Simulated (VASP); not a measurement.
# N (I4/mmm) in VASP: a series of runs

The runs below take N through single point, with PBE+D3(BJ).

Program: VASP 6.6.1. These are calculated values, not measurements. Logs are shortened: lines on timing, memory, paths and dates and some standing lists are left out, and cuts for length are marked.

## 1. The structure

It takes space group I4/mmm (No. 139, tetragonal). Conventional cell: a = 2.068 Å, b = 2.068 Å, c = 3.509 Å, α = 90.00°, β = 90.00°, γ = 90.00°. Around N (site symmetry 4/mmm) lie 12 N at 2.07 to 2.28 Å.

## 2. Single point, PBE+D3(BJ)

File INCAR:

```
SYSTEM = N
PREC     = Accurate       ! precision mode
ENCUT    = 520            ! plane-wave cutoff, eV
EDIFF    = 1E-7           ! SCF threshold, eV
ISMEAR   = 0              ! smearing method
SIGMA    = 0.15           ! smearing width, eV
LREAL    = .FALSE.        ! projectors in reciprocal space
LASPH    = .TRUE.         ! aspherical terms in the spheres
NELM     = 100            ! most SCF steps
ALGO     = Normal         ! electronic algorithm
ISIF     = 2              ! what is computed and relaxed
LWAVE    = .FALSE.        ! write WAVECAR
LCHARG   = .FALSE.        ! write CHGCAR
GGA      = PE             ! functional
IVDW     = 12             ! dispersion correction
NBANDS   = 8              ! bands
```

File KPOINTS:

```
Automatic mesh
0
G
  28 28 28
  0 0 0
```

File POSCAR:

```
N
1.0
    0.0000000000      1.4621898840      1.7546278608
    1.4621898840      0.0000000000      1.7546278608
    1.4621898840      1.4621898840      0.0000000000
N
1
Direct
    0.0000000000      0.0000000000      0.0000000000
```

Potentials or basis: VASP PAW PBE potentials, release 64 (N).

Started as:

```
$ cat potpaw_PBE.64/N/POTCAR > POTCAR
$ mpirun -np 1 vasp_std > vasp.out
```

OUTCAR:

```text
SYSTEM = N
   PREC = Accurate
   ENCUT = 520
   EDIFF = 1E-7
   ISMEAR = 0
   LREAL = .FALSE.
   LASPH = .TRUE.
   NELM = 100
   ISIF = 2
   GGA = PE
   IVDW = 12
 IVDW          = 12

 ion  position               nearest neighbor table
   1  0.000  0.000  0.000-

  LATTYP: Found a body centered tetragonal cell.
 ALAT       =     2.0678487647
 C/A-ratio  =     1.6970562748

  Lattice vectors:

 A1 = (  -1.4621898840,   0.0000000000,   1.7546278608)
 A2 = (   1.4621898840,   0.0000000000,   1.7546278608)
 A3 = (   0.0000000000,   1.4621898840,  -1.7546278608)

Analysis of symmetry for initial positions (statically):
=====================================================================
 Subroutine PRICEL returns:
 Original cell was already a primitive cell.

 Routine SETGRP: Setting up the symmetry group for a
 body centered tetragonal supercell.

 Subroutine GETGRP returns: Found 16 space group operations
 (whereof 16 operations were pure point group operations)
 out of a pool of 16 trial point group operations.

The static configuration has the point symmetry D_4h.

Analysis of symmetry for dynamics (positions and initial velocities):
=====================================================================
 Subroutine PRICEL returns:
 Original cell was already a primitive cell.

 Routine SETGRP: Setting up the symmetry group for a
 body centered tetragonal supercell.

 Subroutine GETGRP returns: Found 16 space group operations
 (whereof 16 operations were pure point group operations)
 out of a pool of 16 trial point group operations.

The dynamic configuration has the point symmetry D_4h.

 Subroutine INISYM returns: Found 16 space group operations
 (whereof 16 operations are pure point group operations),
 and found     1 'primitive' translations

----------------------------------------------------------------------------------------

                                     Primitive cell

  volume of cell :       7.5028

  direct lattice vectors                    reciprocal lattice vectors
     0.000000000  1.462189884  1.754627861    -0.341952851  0.341952851  0.284960709
     1.462189884  0.000000000  1.754627861     0.341952851 -0.341952851  0.284960709
     1.462189884  1.462189884  0.000000000     0.341952851  0.341952851 -0.284960709

  length of vectors
     2.284013614  2.284013614  2.067848765     0.561307501  0.561307501  0.561307501

  position of ions in fractional coordinates (direct lattice)
     0.000000000  0.000000000  0.000000000

  ion indices of the primitive-cell ions
   primitive index   ion index
                 1           1

----------------------------------------------------------------------------------------

 KPOINTS: Automatic mesh

Automatic generation of k-mesh.
 Grid dimensions read from file:
 generate k-points for:   28   28   28

 Generating k-lattice:

  Cartesian coordinates                     Fractional coordinates (reciprocal lattice)
    -0.012212602  0.012212602  0.010177168     0.035714286  0.000000000  0.000000000
     0.012212602 -0.012212602  0.010177168     0.000000000  0.035714286  0.000000000
     0.012212602  0.012212602 -0.010177168     0.000000000  0.000000000  0.035714286

  Length of vectors
     0.020046696  0.020046696  0.020046696

  Shift w.r.t. Gamma in fractional coordinates (k-lattice)
     0.000000000  0.000000000  0.000000000

 Subroutine IBZKPT returns following result:
 ===========================================

 Found   1639 irreducible k-points:

 Following reciprocal coordinates:
            Coordinates               Weight
  0.000000  0.000000  0.000000      1.000000
  0.035714  0.000000  0.000000      8.000000
  0.071429  0.000000  0.000000      8.000000
  0.107143 -0.000000  0.000000      8.000000
  0.142857 -0.000000  0.000000      8.000000
  0.178571  0.000000  0.000000      8.000000
[... 16 lines left out ...]
  0.285714  0.035714  0.000000      8.000000
  0.321429  0.035714  0.000000      8.000000
 [... further k-points ...]
   k-points           NKPTS =   1639   k-points in BZ     NKDIM =   1639   number of bands    NBANDS=      8
   number of dos      NEDOS =    301   number of ions     NIONS =      1
   total plane-waves  NPLWV =   5184
   dimension x,y,z NGX =    18 NGY =   18 NGZ =   16
   dimension x,y,z NGXF=    36 NGYF=   36 NGZF=   32
   ions per type =               1
   NGX,Y,Z   is equivalent  to a cutoff of  13.10, 13.10, 12.86 a.u.
   NGXF,Y,Z  is equivalent  to a cutoff of  26.20, 26.20, 25.73 a.u.
 SYSTEM =  N
   PREC   = accura    normal or accurate (medium, high low for compatibility)
   ISTART =      0    job   : 0-new  1-cont  2-samecut
   ICHARG =      2    charge: 1-file 2-atom 10-const
   ISPIN  =      1    spin polarized calculation?
   LNONCOLLINEAR =      F non collinear calculations
   LSORBIT =      F    spin-orbit coupling
   LASPH  =      T    aspherical Exc in radial PAW
   ENCUT  =  520.0 eV  38.22 Ry    6.18 a.u.   4.25  4.25  3.84*2*pi/ulx,y,z
   NELM   =    100;   NELMIN=  2; NELMDL= -5     # of ELM steps
   EDIFF  = 0.1E-06   stopping-criterion for ELM
   LREAL  =      F    real-space projection
   EDIFFG = 0.1E-05   stopping-criterion for IOM
   NSW    =      0    number of steps for IOM
   IBRION =     -1    ionic relax: 0-MD 1-quasi-New 2-CG
   NFREE  =      0    steps in history (QN), initial steepest desc. (CG)
   ISIF   =      2    stress and relaxation
   ISYM   =      2    0-nonsym 1-usesym 2-fastsym
   POTIM  = 0.5000    time-step for ionic-motion
   TEBEG  =    0.0;   TEEND  =   0.0 temperature during run
   PSTRESS=    0.0 pullay stress
   NELECT =       5.0000    total number of electrons
   NUPDOWN=      -1.0000    fix difference up-down
   EMIN   =  10.00;   EMAX   =-10.00  energy-range for DOS
   EFERMI =   0.00;   METHOD = LEGACY
   ISMEAR =     0;   SIGMA  =   0.15  broadening in eV -4-tet -1-fermi 0-gaus
   EFERMI_NEDOS =   21; number of points for ismear=-14 and -15
   IALGO  =     38    algorithm
   IMIX   =      4    mixing-type and parameters
     AMIX     =   0.40;   BMIX     =  1.00
     AMIX_MAG =   1.60;   BMIX_MAG =  1.00
  volume/ion in A,a.u.               =       7.50        50.63
  Fermi-wavevector in a.u.,A,eV,Ry     =   1.429960  2.702233 27.821008  2.044786
  Thomas-Fermi vector in A             =   2.549857
   LORBIT       =      0    0 simple, 1 ext, 2 COOP (PROOUT), +10 PAW based schemes
   GGA     = PE    functional components
   LHFCALC =     F    Hartree Fock is set to
   AEXX    =    0.0000 exact exchange contribution
   IVDW    =    12    specifies the selected vdW correction
   LEPSILON=     F    determine dielectric tensor
   LRPA    =     F    only Hartree local field effects (RPA)
 non-spin polarized calculation
 Gauss-broadening in eV      SIGMA  =   0.15
  energy-cutoff  :      520.00
  volume of cell :        7.50
 maximum number of plane-waves:       214
 NGX is ok and might be reduce to    18

 number of electron       5.0000000 magnetization

 Free energy of the ion-electron system (eV)
  ---------------------------------------------------
  ext. energy  EPLUGINS =         0.00000000
  ---------------------------------------------------
  free energy    TOTEN  =        -3.97900467 eV

  energy without entropy =       -3.97199290  energy(sigma->0) =       -3.97549879

 E-fermi :   5.4747     XC(G=0): -12.6286

 val. band max:        5.4737267600   @ k =   0.5000   0.3571   0.0357
 cond. band min:       5.4772997577   @ k =  -0.3571   0.3571   0.2143
 fundamental gap:      0.0035729977
 Fermi energy:         5.4746765646

 k-point     1 :       0.0000    0.0000    0.0000
  band No.  band energies     occupation
      1     -14.7006      2.00000
      2       8.8986      0.00000
      3       9.8236      0.00000
      4       9.8236      0.00000
      5      28.8396      0.00000
      6      36.3505      0.00000
      7      39.0576      0.00000
      8      39.0576      0.00000

 k-point     2 :       0.0357    0.0000    0.0000
  band No.  band energies     occupation
      1     -14.6532      2.00000
      2       8.8510      0.00000
      3       9.7120      0.00000
      4       9.8214      0.00000
      5      28.8838      0.00000
      6      36.3256      0.00000
      7      38.3006      0.00000
      8      39.1266      0.00000

 k-point     3 :       0.0714    0.0000    0.0000
  band No.  band energies     occupation
      1     -14.5114      2.00000
      2       8.6885      0.00000
      3       9.4061      0.00000
      4       9.8149      0.00000
      5      29.0082      0.00000
      6      35.9251      0.00000
      7      37.1985      0.00000
      8      39.3286      0.00000

 k-point     4 :       0.1071   -0.0000    0.0000
  band No.  band energies     occupation
      1     -14.2760      2.00000
      2       8.3173      0.00000
      3       9.0255      0.00000
      4       9.8049      0.00000
      5      29.1849      0.00000
      6      34.6659      0.00000
      7      36.8252      0.00000
      8      39.6463      0.00000

 k-point     5 :       0.1429   -0.0000    0.0000
  band No.  band energies     occupation
      1     -13.9481      2.00000
      2       7.6344      0.00000
      3       8.7129      0.00000
      4       9.7925      0.00000
      5      29.3559      0.00000
      6      33.3098      0.00000
      7      36.5564      0.00000
      8      40.0448      0.00000
[... 177 lines left out ...]
 k-point    22 :       0.2500    0.0357    0.0000
  band No.  band energies     occupation
      1     -12.6993      2.00000
      2       5.0328      1.99997
      3       7.9907      0.00000
      4       9.5991      0.00000
      5      29.0184      0.00000
      6      31.5777      0.00000
      7      34.7294      0.00000
      8      40.9492      0.00000

 k-point    23 :       0.2857    0.0357    0.0000
  band No.  band energies     occupation
      1     -12.0700      2.00000
      2       3.8309      2.00000
      3       7.7152      0.00000
      4       9.5877      0.00000
      5      28.3293      0.00000
      6      31.5669      0.00000
      7      34.6652      0.00000
      8      40.9015      0.00000

 k-point    24 :       0.3214    0.0357    0.0000
  band No.  band energies     occupation
      1     -11.3679      2.00000
      2       2.5779      2.00000
      3       7.4653      0.00000
      4       9.5855      0.00000
      5      27.6257      0.00000
      6      31.6795      0.00000
      7      34.6959      0.00000
      8      40.6258      0.00000

 [... further k-points ...]

------------------------ aborting loop because EDIFF is reached ----------------------------------------

 Edisp (eV)   -0.18330

 E8    (eV) :    -0.0458

  FORCE on cell =-STRESS in cart. coord.  units (eV):
  Direction    XX          YY          ZZ          XY          YZ          ZX
  --------------------------------------------------------------------------------------
  -------------------------------------------------------------------------------------
  Total      -0.69435    -0.69435     1.13430     0.00000    -0.00000     0.00000
  in kB    -148.27555  -148.27555   242.22361     0.00000    -0.00000     0.00000
  external pressure =      -18.11 kB  Pullay stress =        0.00 kB

 VOLUME and BASIS-vectors are now :
 -----------------------------------------------------------------------------
  energy-cutoff  :      520.00
  volume of cell :        7.50
      direct lattice vectors                 reciprocal lattice vectors
     0.000000000  1.462189884  1.754627861    -0.341952851  0.341952851  0.284960709
     1.462189884  0.000000000  1.754627861     0.341952851 -0.341952851  0.284960709
     1.462189884  1.462189884  0.000000000     0.341952851  0.341952851 -0.284960709

 POSITION                                       TOTAL-FORCE (eV/Angst)
 -----------------------------------------------------------------------------------
      0.00000      0.00000      0.00000         0.000000      0.000000      0.000000
 -----------------------------------------------------------------------------------
    total drift:                                0.000000      0.000000      0.000000

  FREE ENERGIE OF THE ION-ELECTRON SYSTEM (eV)
  ---------------------------------------------------
  free  energy   TOTEN  =        -4.1623095973 eV

  energy  without entropy=       -4.1552978238  energy(sigma->0) =       -4.15880371
```

Wall time 54 s (1 thread of AMD EPYC 7R13 (Zen 3), shared host); peak memory 0.16 GiB.

Results:

- Free energy: -4.1623 eV
- Pressure: -1.8 GPa
- Band gap on the k mesh: none (metal or under the smearing width)
- Dispersion energy per atom: -0.183 eV

Levels at points of the mesh, in eV from the Fermi level:
| k point | band 1 | band 2 | band 3 | band 4 | band 5 | band 6 | band 7 |
| --- | --- | --- | --- | --- | --- | --- | --- |
| (0.00, 0.00, 0.00) | -20.18 | 3.42 | 4.35 | 4.35 | 23.36 | 30.88 | 33.58 |
| (0.50, 0.00, 0.00) | -13.27 | -8.16 | 1.44 | 4.24 | 20.05 | 27.26 | 29.60 |
| (0.50, 0.50, 0.00) | -13.27 | -7.85 | 1.97 | 1.97 | 18.37 | 21.69 | 29.43 |
| (0.50, 0.00, 0.50) | -9.57 | -6.01 | -1.52 | 0.43 | 14.28 | 17.97 | 33.37 |

Caveat: pairwise dispersion overbinds metals, which lowers pressure and volume.

## 3. Single point, PBE+D3(BJ)

This run uses another cell than the first one, of the same volume but with other edges.

File INCAR:

```
SYSTEM = N
PREC = Accurate
ENCUT = 520
EDIFF = 1E-6
ISMEAR = 0
SIGMA = 0.15
LREAL = .FALSE.
LASPH = .TRUE.
NELM = 100
ALGO = Normal
ISIF = 2
LWAVE = .FALSE.
LCHARG = .FALSE.
GGA = PE
IVDW = 12
NBANDS = 8
```

File KPOINTS:

```
regular mesh
0
G
  28 28 28
  0 0 0
```

File POSCAR:

```
N
1.0
    0.0000000000      1.6879749194      1.3166204371
    1.6879749194      0.0000000000      1.3166204371
    1.6879749194      1.6879749194      0.0000000000
N
1
Direct
    0.0000000000      0.0000000000      0.0000000000
```

Potentials or basis: VASP PAW PBE potentials, release 64 (N).

Started as:

```
$ cat potpaw_PBE.64/N/POTCAR > POTCAR
$ mpirun -np 1 vasp_std > vasp.out
```

Run time: 46 s. Hardware: 1 thread of AMD EPYC 7R13 (Zen 3), shared host; peak memory 0.16 GiB.

The run converged. Its results:

```
Free energy                : -4.2121 eV
Pressure                   : -6.9 GPa
Band gap on the k mesh     : none (metal or under the smearing width)
Dispersion energy per atom : -0.185 eV
```

Stress tensor (GPa, compression positive):
```
  0.15   0.00   0.00
  0.00   0.15   0.00
  0.00   0.00 -21.05
```

Levels at points of the mesh, in eV from the Fermi level:
```csv
k point,band 1,band 2,band 3,band 4,band 5
"(0.00, 0.00, 0.00)",-20.00,4.17,4.23,4.23,23.92
"(0.50, 0.00, 0.00)",-12.99,-7.90,1.65,3.79,20.41
"(0.50, 0.50, 0.00)",-8.30,-4.01,-1.91,-1.91,13.66
"(0.50, 0.00, 0.50)",-12.17,-7.48,0.76,2.75,17.90
```

Caveat: pairwise dispersion overbinds metals, which lowers pressure and volume.
